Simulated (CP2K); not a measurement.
# GaP: band structure with LDA

**Measured values to compare with.**

From “Stacking defects in GaP nanowires: Electronic structure and optical properties”, 2018, arxiv:1810.01194, for a bulk crystal of GaP at 10 K: band gap 2.34 eV (indirect).

GaP:

```xyz
2
Lattice="3.8541 0.0000 0.0000 1.9270 3.3377 0.0000 1.9270 1.1126 3.1468" Properties=species:S:1:pos:R:3 pbc="T T T"
Ga    0.0000    0.0000    0.0000
P     5.7811    3.3377    2.3601
```

```json
{"Program": "CP2K 2026.2", "Task": "band structure", "Functional": "LDA", "Potentials or basis": "POTENTIAL_UZH Ga GTH-PBE-q13, P GTH-PBE-q5; TZVP-MOLOPT-PBE-GTH basis", "Density cutoff": "9184 eV", "k mesh": "8 × 8 × 8", "Occupations": "fermi-dirac, width 0.05 eV", "Spin": "no spin polarisation", "SCF solver": "diagonalisation with k points", "Quickstep method": "GPW", "EPS_DEFAULT": "1.0E-9", "EPS_SCF": "1.0E-6", "MAX_SCF": "100", "SCF_GUESS": "ATOMIC", "k points reduced by the point group": "yes", "Mesh centred on Gamma": "yes", "CHOLESKY": "OFF", "EPS_EIGVAL": "1.0E-7", "MIXING METHOD": "BROYDEN_MIXING", "MIXING ALPHA": "0.4", "NBUFFER": "8", "NGRIDS": "4", "Basis sets": "Ga TZVP-MOLOPT-PBE-GTH-q13, P TZVP-MOLOPT-PBE-GTH-q5", "Potentials": "Ga GTH-PBE-q13 of POTENTIAL_UZH, P GTH-PBE-q5 of POTENTIAL_UZH", "ADDED_MOS": "[10]", "Points a segment of the path (NPOINTS)": "6", "Bands added on the path": "4", "REL_CUTOFF (Ry)": "60 Ry", "MIXING BETA (1/bohr)": "1.5 1/bohr", "CUTOFF of the grids": "675 Ry"}
```

| Item | Value |
| --- | --- |
| Pressure | -1.0 GPa |
| Band gap on the k mesh | 1.45 eV, indirect (least direct gap 1.57 eV) |
| Band gap along the path | 1.40 eV, indirect (least direct gap 1.57 eV) |
| Mulliken charges | Ga +0.26; P -0.26 e |

Levels at the corners of the path, in eV from the valence-band top:
```tsv
point	band 7	band 8	band 9	band 10	band 11	band 12
Γ	0.00	0.00	0.00	1.57	3.73	3.73
X	-6.97	-2.77	-2.77	1.48	1.63	10.52
W	-6.77	-3.69	-3.56	4.65	4.75	6.01
K	-6.76	-4.07	-2.34	2.01	4.70	8.20
Γ	0.00	0.00	0.00	1.57	3.73	3.73
L	-6.82	-1.17	-1.17	1.45	4.62	4.62
U	-6.76	-4.07	-2.34	2.01	4.70	8.20
W	-6.77	-3.69	-3.56	4.65	4.75	6.01
L	-6.82	-1.17	-1.17	1.45	4.62	4.62
K	-6.76	-4.07	-2.34	2.01	4.70	8.20
U	-6.76	-4.07	-2.34	2.01	4.70	8.20
X	-6.97	-2.77	-2.77	1.48	1.63	10.52
```

Wall time 43 s on 1 thread of Arm Neoverse V2 (shared host), peak memory 0.36 GiB.

Measured gap of GaP: 2.34 eV (indirect; 10 K; quoted in “Stacking defects in GaP nanowires: Electronic structure and optical properties”, 2018, arxiv:1810.01194). This calculation gives 1.40 eV (-0.94 eV). Spin-orbit coupling on Ga is left out. The value is that of LDA in an atomic basis (POTENTIAL_UZH Ga GTH-PBE-q13, P GTH-PBE-q5; TZVP-MOLOPT-PBE-GTH basis), whose error adds to the functional's,, without temperature or zero-point motion. Semilocal functionals fall short of measured gaps as a rule.

Caveat: Mulliken charges move with the basis; the potentials were made for another functional, which shifts forces and pressure; the basis of atomic orbitals isn't converged, which shifts pressures, moduli and gaps.
